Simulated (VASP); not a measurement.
# PbS (Galena) (Fm-3m) in VASP: a series of runs, part 2 of 2

VASP 6.6.1. The steps go on from the part before.

## Step 4: Band structure, PBE

The input, POSCAR:

```
PbS
1.0
    0.0000000000      2.9657500000      2.9657500000
    2.9657500000      0.0000000000      2.9657500000
    2.9657500000      2.9657500000      0.0000000000
Pb S
1 1
Direct
    0.0000000000      0.0000000000      0.0000000000
    0.5000000000      0.5000000000      0.5000000000
```

The input, INCAR.step1:

```
SYSTEM = PbS
PREC     = Accurate       ! precision mode
ENCUT    = 520            ! plane-wave cutoff, eV
EDIFF    = 1E-7           ! SCF threshold, eV
ISMEAR   = -1             ! smearing method
SIGMA    = 0.05           ! smearing width, eV
LREAL    = .FALSE.        ! projectors in reciprocal space
LASPH    = .TRUE.         ! aspherical terms in the spheres
NELM     = 60             ! most SCF steps
ALGO     = Normal         ! electronic algorithm
ISIF     = 2              ! what is computed and relaxed
LWAVE    = .FALSE.        ! write WAVECAR
LCHARG   = .TRUE.         ! write CHGCAR
GGA      = PE             ! functional
```

The input, KPOINTS.step1:

```
Automatic mesh
0
G
  8 8 8
  0 0 0
```

The input, INCAR.step2:

```
SYSTEM = PbS
PREC     = Accurate       ! precision mode
ENCUT    = 520            ! plane-wave cutoff, eV
EDIFF    = 1E-7           ! SCF threshold, eV
ISMEAR   = 0              ! smearing method
SIGMA    = 0.05           ! smearing width, eV
LREAL    = .FALSE.        ! projectors in reciprocal space
LASPH    = .TRUE.         ! aspherical terms in the spheres
NELM     = 60             ! most SCF steps
ALGO     = Normal         ! electronic algorithm
ISIF     = 2              ! what is computed and relaxed
LWAVE    = .FALSE.        ! write WAVECAR
LCHARG   = .FALSE.        ! write CHGCAR
GGA      = PE             ! functional
ICHARG   = 11             ! starting density
```

The input, KPOINTS.step2:

```
path GXWKGLUWLK,UX
10
line-mode
reciprocal
 0.0000000000  0.0000000000  0.0000000000  G
 0.5000000000  0.0000000000  0.5000000000  X

 0.5000000000  0.0000000000  0.5000000000  X
 0.5000000000  0.2500000000  0.7500000000  W

 0.5000000000  0.2500000000  0.7500000000  W
 0.3750000000  0.3750000000  0.7500000000  K

 0.3750000000  0.3750000000  0.7500000000  K
 0.0000000000  0.0000000000  0.0000000000  G

 0.0000000000  0.0000000000  0.0000000000  G
 0.5000000000  0.5000000000  0.5000000000  L

 0.5000000000  0.5000000000  0.5000000000  L
 0.6250000000  0.2500000000  0.6250000000  U

 0.6250000000  0.2500000000  0.6250000000  U
 0.5000000000  0.2500000000  0.7500000000  W

 0.5000000000  0.2500000000  0.7500000000  W
 0.5000000000  0.5000000000  0.5000000000  L

 0.5000000000  0.5000000000  0.5000000000  L
 0.3750000000  0.3750000000  0.7500000000  K

 0.6250000000  0.2500000000  0.6250000000  U
 0.5000000000  0.0000000000  0.5000000000  X
```

On the command line:

```
> cat potpaw_PBE.64/Pb_d/POTCAR potpaw_PBE.64/S/POTCAR > POTCAR
> cp INCAR.step1 INCAR
> cp KPOINTS.step1 KPOINTS
> mpirun -np 1 vasp_std > vasp.out
> cp INCAR.step2 INCAR
> cp KPOINTS.step2 KPOINTS
> mpirun -np 1 vasp_std > vasp.out
```

It took 46 s on 1 thread of Intel Xeon Platinum 8488C (Sapphire Rapids), shared host; peak memory 0.21 GiB.

The run converged. Its results:

```
Band gap on the k mesh  : 0.36 eV, direct
Band gap along the path : 0.36 eV, direct
```

Levels at the corners of the path, in eV from the valence-band top:
| point | band 6 | band 7 | band 8 | band 9 | band 10 | band 11 | band 12 | band 13 | band 14 |
| --- | --- | --- | --- | --- | --- | --- | --- | --- | --- |
| Γ | -13.60 | -6.04 | -2.17 | -2.17 | -2.17 | 5.21 | 5.21 | 5.21 | 6.73 |
| X | -11.93 | -7.20 | -5.20 | -3.44 | -3.44 | 3.86 | 5.58 | 5.68 | 5.68 |
| X | -11.93 | -7.20 | -5.20 | -3.44 | -3.44 | 3.86 | 5.58 | 5.68 | 5.68 |
| W | -11.89 | -7.95 | -4.43 | -4.43 | -1.03 | 2.19 | 4.67 | 4.67 | 8.17 |
| W | -11.89 | -7.95 | -4.43 | -4.43 | -1.03 | 2.19 | 4.67 | 4.67 | 8.17 |
| K | -11.93 | -7.98 | -4.78 | -2.94 | -2.49 | 3.33 | 4.13 | 5.05 | 6.23 |
| K | -11.93 | -7.98 | -4.78 | -2.94 | -2.49 | 3.33 | 4.13 | 5.05 | 6.23 |
| Γ | -13.60 | -6.04 | -2.17 | -2.17 | -2.17 | 5.21 | 5.21 | 5.21 | 6.73 |
| Γ | -13.60 | -6.04 | -2.17 | -2.17 | -2.17 | 5.21 | 5.21 | 5.21 | 6.73 |
| L | -12.36 | -8.85 | -1.78 | -1.78 | 0.00 | 0.36 | 1.96 | 1.96 | 8.66 |
| L | -12.36 | -8.85 | -1.78 | -1.78 | 0.00 | 0.36 | 1.96 | 1.96 | 8.66 |
| U | -11.93 | -7.98 | -4.78 | -2.94 | -2.49 | 3.33 | 4.13 | 5.05 | 6.23 |
| U | -11.93 | -7.98 | -4.78 | -2.94 | -2.49 | 3.33 | 4.13 | 5.05 | 6.23 |
| W | -11.89 | -7.95 | -4.43 | -4.43 | -1.03 | 2.19 | 4.67 | 4.67 | 8.17 |
| W | -11.89 | -7.95 | -4.43 | -4.43 | -1.03 | 2.19 | 4.67 | 4.67 | 8.17 |
| L | -12.36 | -8.85 | -1.78 | -1.78 | 0.00 | 0.36 | 1.96 | 1.96 | 8.66 |
| L | -12.36 | -8.85 | -1.78 | -1.78 | 0.00 | 0.36 | 1.96 | 1.96 | 8.66 |
| K | -11.93 | -7.98 | -4.78 | -2.94 | -2.49 | 3.33 | 4.13 | 5.05 | 6.23 |
| U | -11.93 | -7.98 | -4.78 | -2.94 | -2.49 | 3.33 | 4.13 | 5.05 | 6.23 |
| X | -11.93 | -7.20 | -5.20 | -3.44 | -3.44 | 3.86 | 5.58 | 5.68 | 5.68 |

Caveat: the log is that of the step along the path at fixed density, whose energy, stress, charges and moments have no meaning; spin-orbit coupling is left out, which as a rule narrows the gap of such compounds by several tenths of an eV.

## Step 5: The reference run

An earlier run on the cell as given: functional PBEsol; potentials or basis VASP PAW PBE potentials, release 64 (Pb_d, S); cutoff 520 eV; k mesh 8 × 8 × 8; occupations fermi-dirac, width 0.05 eV; no spin polarisation.

* Pressure: -0.9 GPa
* Band gap on the k mesh: 0.25 eV, direct

## Step 6: Overview

```csv
task,level,potentials or basis,k mesh,cutoff (eV),smearing,cutoff of the response function,frequency points,empty bands,GW scheme,GW iterations,mesh quality,gap on the mesh (eV)
G0W0 quasiparticle levels,LDA,"VASP PAW LDA potentials, release 64 (Pb_d_GW, S_GW)",4 × 4 × 4,450,gaussian 0.01 eV,150,48,127,G0W0,1,coarse,-
band structure,TB-mBJ,"VASP PAW PBE potentials, release 64 (Pb_d, S)",8 × 8 × 8,520,gaussian 0.02 eV,-,-,-,-,-,not flagged,1.08
band structure,PBE,"VASP PAW PBE potentials, release 64 (Pb_d, S)",8 × 8 × 8,520,fermi-dirac 0.05 eV,-,-,-,-,-,not flagged,0.36
single point,PBEsol,"VASP PAW PBE potentials, release 64 (Pb_d, S)",8 × 8 × 8,520,fermi-dirac 0.05 eV,-,-,-,-,-,not flagged,0.25
```

Alike in all rows: no spin polarisation; cell as given.

Caveats: some runs use coarse meshes; spin-orbit coupling is left out, which as a rule narrows the gap of such compounds by several tenths of an eV; the PAW data sets were made with another functional, which shifts forces and pressure a little (some runs); bands, screening cutoff and mesh are small and nothing is extrapolated, so the quasiparticle values aren't converged (some runs).

Absolute energies hang on the potentials; compare differences alone.
